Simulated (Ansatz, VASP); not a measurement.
# Cross-check of GaP between VASP and Ansatz, part 2 of 2

Aim: how closely do two programs agree when they are given the same cell, functional and k mesh? The structure shown comes from an earlier Ansatz run, which isn't shown and may have moved the atoms alone.

VASP 6.6.1 and Ansatz 0.2.0.

So far: The starting structure; Ansatz: elastic constants, r2SCAN.

### 3. VASP: elastic constants, r2SCAN

Level of this step: r2SCAN; plane waves and PAW (Ga_d, P) (VASP).

The same cell, functional, mesh and smearing now go to VASP, with its own data sets.

Lines of VASP's logs that name or quote its potential files are left out, and so is its time.

Input file INCAR:

```
SYSTEM = GaP
PREC = Accurate
ENCUT = 550
EDIFF = 1E-08
NELM = 120
ISMEAR = 0
SIGMA = 0.02
LREAL = .FALSE.
ALGO = Normal
METAGGA = R2SCAN
LASPH = .TRUE.
NBANDS = 15
LORBIT = 11
LWAVE = .FALSE.
LCHARG = .FALSE.
ISIF = 3
IBRION = 6
NFREE = 2
POTIM = 0.015
NSW = 1
GGA_COMPAT = .FALSE.
EFERMI = MIDGAP
LMIXTAU = .TRUE.
KPAR = 2
```

Input file POSCAR:

```
GaP
1.0
    0.0000000000      2.7255759196      2.7255759196
    2.7255759196      0.0000000000      2.7255759196
    2.7255759196      2.7255759196      0.0000000000
Ga P
1 1
Direct
    0.0000000000      0.0000000000      0.0000000000
    0.2500000000      0.2500000000      0.2500000000
```

Input file KPOINTS:

```
Automatic mesh
0
Gamma
8 8 8
0 0 0
```

Potentials, in the order of the species: Ga_d and P (PBE family, release 64).

Command:

```console
$ mpirun -np 2 vasp_std
```

Numbers of over 12 decimals in the logs are rounded to 6 here.

What it wrote:

```text
[banner, memory and clock lines left out]
running    2 mpi-ranks, on    1 nodes
 distrk:  each k-point on    1 cores,    2 groups
 distr:  one band on    1 cores,    1 groups

 POSCAR found type information on POSCAR GaP
 POSCAR found :  2 types and       2 ions
|                                                                             |
|               ----> ADVICE to this user running VASP <----                  |
|                                                                             |
|     You enforced a specific xc type in the INCAR file but a different       |
|     [... a line on the potential file left out ...]
|     I HOPE YOU KNOW WHAT YOU ARE DOING!                                     |
|                                                                             |

 LDA part: xc-table for (None), standard interpolation
 POSCAR, INCAR and KPOINTS ok, starting setup
 FFT: planning ... GRIDC
 FFT: planning ... GRID_SOFT
 FFT: planning ... GRID
 WAVECAR not read
 entering main loop
       N       E                     dE             d eps       ncg     rms          rms(c)
DAV:   1     0.721904042573E+02    0.72190E+02   -0.95769E+03   886   0.184E+03
DAV:   2    -0.169206017103E+02   -0.89111E+02   -0.85470E+02   989   0.343E+02
DAV:   3    -0.236260081086E+02   -0.67054E+01   -0.66828E+01  1087   0.724E+01
DAV:   4    -0.237391773614E+02   -0.11317E+00   -0.11314E+00  1081   0.102E+01
DAV:   5    -0.237414762995E+02   -0.22989E-02   -0.22989E-02  1147   0.130E+00    0.482E+00
DAV:   6    -0.214295246469E+02    0.23120E+01   -0.63571E-01  1136   0.166E+01    0.317E+00
DAV:   7    -0.215920893844E+02   -0.16256E+00   -0.37790E-01  1059   0.679E+00    0.149E+00
DAV:   8    -0.214382348310E+02    0.15385E+00   -0.11481E-01   912   0.426E+00    0.100E+00
DAV:   9    -0.214440802425E+02   -0.58454E-02   -0.19203E-01   877   0.424E+00    0.250E-01
DAV:  10    -0.214576510198E+02   -0.13571E-01   -0.14701E-01   870   0.354E+00    0.125E-01
DAV:  11    -0.214625731481E+02   -0.49221E-02   -0.54296E-03  1066   0.551E-01    0.503E-02
DAV:  12    -0.214619079314E+02    0.66522E-03   -0.43655E-04  1045   0.175E-01    0.596E-02
DAV:  13    -0.214629875088E+02   -0.10796E-02   -0.78595E-04   926   0.295E-01    0.231E-02
DAV:  14    -0.214629980629E+02   -0.10554E-04   -0.25904E-05  1136   0.438E-02    0.296E-02
DAV:  15    -0.214630021638E+02   -0.41010E-05   -0.79032E-06   968   0.304E-02    0.225E-02
DAV:  16    -0.214630110583E+02   -0.88945E-05   -0.32162E-06   982   0.235E-02    0.213E-03
DAV:  17    -0.214630107949E+02    0.26343E-06   -0.48724E-07  1052   0.729E-03    0.239E-03
DAV:  18    -0.214630102880E+02    0.50693E-06   -0.40866E-07   975   0.659E-03    0.531E-04
DAV:  19    -0.214630097821E+02    0.50585E-06   -0.68515E-08   961   0.283E-03    0.686E-04
DAV:  20    -0.214630099300E+02   -0.14794E-06   -0.17602E-08   966   0.143E-03    0.110E-04
DAV:  21    -0.214630099040E+02    0.26054E-07   -0.48921E-09   666   0.603E-04    0.783E-05
DAV:  22    -0.214630098834E+02    0.20604E-07   -0.13793E-09   519   0.398E-04    0.324E-05
DAV:  23    -0.214630098781E+02    0.52496E-08   -0.30877E-10   477   0.173E-04
   1 F= -.21463010E+02 E0= -.21463010E+02  d E =0.000000E+00
[...]
12 F= -.21460313E+02 E0= -.21460313E+02  d E =0.000000E+00
[...]
13 F= -.21460313E+02 E0= -.21460313E+02  d E =0.000000E+00
[...]
14 F= -.21461843E+02 E0= -.21461843E+02  d E =0.000000E+00
[...]
15 F= -.21461843E+02 E0= -.21461843E+02  d E =0.000000E+00
[...]
16 F= -.21461859E+02 E0= -.21461859E+02  d E =0.000000E+00
 Finite differences progress:
  Degree of freedom:   8/  8
  Displacement:        1/  2
  Total:              15/ 16
 bond charge predicted
       N       E                     dE             d eps       ncg     rms          rms(c)
DAV:   1    -0.214589423728E+02    0.29162E-02   -0.27029E-01  2850   0.235E+00    0.173E-01
DAV:   2    -0.214617697111E+02   -0.28273E-02   -0.21890E-02  3770   0.966E-01    0.969E-02
DAV:   3    -0.214617940092E+02   -0.24298E-04   -0.42169E-04  3180   0.206E-01    0.368E-02
DAV:   4    -0.214618386047E+02   -0.44596E-04   -0.18908E-04  3522   0.125E-01    0.137E-02
DAV:   5    -0.214618263080E+02    0.12297E-04   -0.86770E-05  3039   0.757E-02    0.481E-03
DAV:   6    -0.214618530346E+02   -0.26727E-04   -0.49282E-05  3025   0.503E-02    0.480E-03
DAV:   7    -0.214618583088E+02   -0.52742E-05   -0.44703E-06  3165   0.136E-02    0.166E-03
DAV:   8    -0.214618586426E+02   -0.33375E-06   -0.43204E-07  3501   0.595E-03    0.511E-04
DAV:   9    -0.214618584146E+02    0.22793E-06   -0.12005E-07  3501   0.321E-03    0.403E-04
DAV:  10    -0.214618584939E+02   -0.79224E-07   -0.11177E-08  3211   0.100E-03    0.229E-04
DAV:  11    -0.214618584582E+02    0.35661E-07   -0.26905E-09  1992   0.447E-04    0.754E-05
DAV:  12    -0.214618584943E+02   -0.36082E-07   -0.12668E-09  1768   0.344E-04    0.553E-05
DAV:  13    -0.214618584928E+02    0.14707E-08   -0.25435E-10  1656   0.133E-04
  17 F= -.21461858E+02 E0= -.21461858E+02  d E =0.000000E+00
 Finite differences progress:
  Degree of freedom:   8/  8
  Displacement:        2/  2
  Total:              16/ 16
```

Parts of OUTCAR (step 3):

```text
ion  position               nearest neighbor table
   1  0.000  0.000  0.000-   2 2.36   2 2.36   2 2.36   2 2.36
   2  0.250  0.250  0.250-   1 2.36   1 2.36   1 2.36   1 2.36

  LATTYP: Found a face centered cubic cell.
 ALAT       =     5.4511518392

 Subroutine GETGRP returns: Found 24 space group operations
 (whereof 24 operations were pure point group operations)

The static configuration has the point symmetry T_d .

 Found     29 irreducible k-points:

   k-points           NKPTS =     29   k-points in BZ     NKDIM =     29   number of bands    NBANDS=     15

   dimension x,y,z NGX =    30 NGY =   30 NGZ =   30
   dimension x,y,z NGXF=    60 NGYF=   60 NGZF=   60

   ENCUT  =  550.0 eV  40.42 Ry    6.36 a.u.   7.37  7.37  7.37*2*pi/ulx,y,z

   NELECT =      18.0000    total number of electrons

 k-points in reciprocal lattice and weights: Automatic mesh
   0.00000000  0.00000000  0.00000000       0.002
   0.12500000  0.00000000  0.00000000       0.016
   0.25000000  0.00000000  0.00000000       0.016
   0.37500000  0.00000000  0.00000000       0.016
   0.50000000  0.00000000  0.00000000       0.008
   0.12500000  0.12500000  0.00000000       0.012
   0.25000000  0.12500000  0.00000000       0.047
   0.37500000  0.12500000  0.00000000       0.047
   0.50000000  0.12500000  0.00000000       0.047
[...]
-0.37500000  0.50000000  0.12500000       0.023
  -0.25000000  0.50000000  0.25000000       0.012

 average (electrostatic) potential at core
       1 -70.1885       2 -86.4607

 E-fermi :   5.4323

 k-point     1 :       0.0000    0.0000    0.0000
  band No.  band energies     occupation
    ...
      5     -10.4174      2.00000
      6      -8.5603      2.00000
      7       4.4103      2.00000
      8       4.4589      2.00000
      9       4.5052      2.00000
     10       6.7991      0.00000
     11       8.6230      0.00000
     12       8.6488      0.00000
     13       8.6771      0.00000
     14      13.9185      0.00000
    ...

 k-point     2 :       0.1250    0.0000    0.0000
  band No.  band energies     occupation
    ...
      5     -10.4174      2.00000
      6      -8.3466      2.00000
      7       2.8072      2.00000
      8       4.2018      2.00000
      9       4.2639      2.00000
     10       7.3518      0.00000
     11       8.9904      0.00000
     12       9.0343      0.00000
     13       9.3228      0.00000
     14      14.0968      0.00000
    ...

 k-point     3 :       0.2500    0.0000    0.0000
  band No.  band energies     occupation
    ...
      5     -10.4160      2.00000
      6      -7.7430      2.00000
      7       0.4681      2.00000
      8       3.7445      2.00000
      9       3.8084      2.00000
     10       7.0159      0.00000
     11       9.5182      0.00000
     12       9.5923      0.00000
     13      11.3368      0.00000
     14      13.9032      0.00000
    ...

  Total       -0.0146039     -0.0120322     -0.0120322      0.0000000      0.1104658      0.0000000
  in kB       -0.5777961     -0.4760500     -0.4760500      0.0000000      4.3705265      0.0000000
  external PRESSURE =      -0.5099654 kB  Pullay stress =       0.0000000 kB

  energy-cutoff  :      550.00
  volume of cell :       40.50
      direct lattice vectors                 reciprocal lattice vectors
     0.000000000  2.725575920  2.725575920    -0.183447468  0.183447468  0.183447468
     2.725575920  0.000000000  2.725575920     0.183447468 -0.183447468  0.183447468
     2.725575920  2.725575920  0.000000000     0.183447468  0.183447468 -0.183447468

 POSITION                                       TOTAL-FORCE (eV/Angst)
 -----------------------------------------------------------------------------------
      0.00000      0.00000      0.00000        -0.153305      0.000000      0.000000
      1.34779      1.36279      1.36279         0.153305      0.000000      0.000000
 -----------------------------------------------------------------------------------
    total drift:                                0.000196     -0.000002     -0.000002

  FREE ENERGIE OF THE ION-ELECTRON SYSTEM (eV)
  ---------------------------------------------------
  free  energy   TOTEN  =       -21.4618584928 eV

  energy  without entropy=      -21.4618584928  energy(sigma->0) =      -21.46185849

  SYMMETRIZED ELASTIC MODULI (kBar)
 Direction    XX          YY          ZZ          XY          YZ          ZX
 --------------------------------------------------------------------------------
 XX        1418.9997    612.5216    612.5216      0.0000      0.0000      0.0000
 YY         612.5216   1418.9997    612.5216     -0.0000      0.0000     -0.0000
 ZZ         612.5216    612.5216   1418.9997      0.0000     -0.0000     -0.0000
 XY           0.0000     -0.0000      0.0000    949.1771      0.0000      0.0000
 YZ           0.0000      0.0000     -0.0000      0.0000    949.1771      0.0000
 ZX           0.0000     -0.0000     -0.0000      0.0000      0.0000    949.1771
 --------------------------------------------------------------------------------

 Eigenvectors and eigenvalues of the dynamical matrix
 ----------------------------------------------------

   1 f  =   10.807885 THz    67.907941 2PiTHz  360.512222 cm-1    44.697799 meV
             X         Y         Z           dx          dy          dz
      0.000000  0.000000  0.000000     0.000000    0.556433    0.000000
      1.362788  1.362788  1.362788     0.000000   -0.830893    0.000000

   2 f  =   10.807885 THz    67.907941 2PiTHz  360.512222 cm-1    44.697799 meV
             X         Y         Z           dx          dy          dz
      0.000000  0.000000  0.000000    -0.556433    0.000000    0.000000
      1.362788  1.362788  1.362788     0.830893    0.000000    0.000000

   3 f  =   10.807885 THz    67.907941 2PiTHz  360.512222 cm-1    44.697799 meV
             X         Y         Z           dx          dy          dz
      0.000000  0.000000  0.000000     0.000000    0.000000   -0.556433
      1.362788  1.362788  1.362788     0.000000    0.000000    0.830893

   4 f/i=    0.023647 THz     0.148577 2PiTHz    0.788771 cm-1     0.097795 meV
             X         Y         Z           dx          dy          dz
      0.000000  0.000000  0.000000     0.830893    0.000000    0.000000
      1.362788  1.362788  1.362788     0.556433    0.000000    0.000000

   5 f/i=    0.023647 THz     0.148577 2PiTHz    0.788771 cm-1     0.097795 meV
             X         Y         Z           dx          dy          dz
      0.000000  0.000000  0.000000     0.000000   -0.830893    0.000000
      1.362788  1.362788  1.362788     0.000000   -0.556433    0.000000

   6 f/i=    0.023647 THz     0.148577 2PiTHz    0.788771 cm-1     0.097795 meV
             X         Y         Z           dx          dy          dz
      0.000000  0.000000  0.000000     0.000000    0.000000    0.830893
      1.362788  1.362788  1.362788     0.000000    0.000000    0.556433

 ELASTIC MODULI CONTR FROM IONIC RELAXATION (kBar)
 Direction    XX          YY          ZZ          XY          YZ          ZX
 --------------------------------------------------------------------------------
 XX          -0.0000     -0.0000     -0.0000      0.0000      0.0000      0.0000
 YY          -0.0000     -0.0000     -0.0000      0.0000      0.0000      0.0000
 ZZ          -0.0000     -0.0000     -0.0000      0.0000      0.0000      0.0000
 XY           0.0000      0.0000      0.0000   -205.5104      0.0000      0.0000
 YZ           0.0000      0.0000      0.0000      0.0000   -205.5104      0.0000
 ZX           0.0000      0.0000      0.0000      0.0000      0.0000   -205.5104
 --------------------------------------------------------------------------------

 TOTAL ELASTIC MODULI (kBar)
 Direction    XX          YY          ZZ          XY          YZ          ZX
 --------------------------------------------------------------------------------
 XX        1418.9997    612.5216    612.5216      0.0000      0.0000      0.0000
 YY         612.5216   1418.9997    612.5216     -0.0000      0.0000     -0.0000
 ZZ         612.5216    612.5216   1418.9997      0.0000     -0.0000     -0.0000
 XY           0.0000     -0.0000      0.0000    743.6667      0.0000      0.0000
 YZ           0.0000      0.0000     -0.0000      0.0000    743.6667      0.0000
 ZX           0.0000     -0.0000     -0.0000      0.0000      0.0000    743.6667
 --------------------------------------------------------------------------------

 total charge
# of ion       s       p       d       tot
------------------------------------------
    1        0.832   0.846  10.017  11.695
    2        1.009   1.542   0.000   2.550
--------------------------------------------------
tot          1.840   2.387  10.017  14.245

[... 3 further parts left out ...]
```

The last energy, forces, stress and levels in OUTCAR belong to the last displaced cell, not to the cell of POSCAR.

Levels, forces or a CONTCAR printed for this step are those of its last displaced cell, not of the structure at rest.

### 4. Comparison

Known differences besides the potentials themselves: VASP keeps PBE cores, Ansatz makes them for the functional; the cutoff is 500 eV in Ansatz and 550 eV in VASP; VASP takes each elastic constant from one size of strain, Ansatz from those that its log lists. Total energies have different zeros and are not compared.

Compared:

```tsv
quantity	Ansatz	VASP	difference
C11 (GPa)	142.5	141.9	+0.44 %
C22 (GPa)	142.5	141.9	+0.44 %
C33 (GPa)	142.5	141.9	+0.44 %
C12 (GPa)	60.6	61.2	-1.11 %
C13 (GPa)	60.6	61.2	-1.11 %
C23 (GPa)	60.6	61.2	-1.11 %
C44 (GPa)	73.1	74.4	-1.66 %
C55 (GPa)	73.1	74.4	-1.66 %
C66 (GPa)	73.1	74.4	-1.66 %
```

### 5. Outcome

| Property | Result |
| --- | --- |
| difference in C44 (elastic constants, r2SCAN) | -1.7 % |

What this shows: The difference in C44 is -1.7 % (elastic constants, r2SCAN), within the 5 % picked in this series as the mark of a large difference. How closely two codes agree says nothing of how well the functional describes the real material.

[Lines on the potential files, build, host, timing and source positions are cut from VASP's logs without a mark.]

[Logs are printed without paths, hosts, clocks, repeated set-up lines and the standing remarks that a program may print on its own settings, such as how far it seeks lower states.]

[Hosts, paths, dates, database ids (printed as entryN), source tags and the programs' standing remarks are cut or masked in the printed files.]
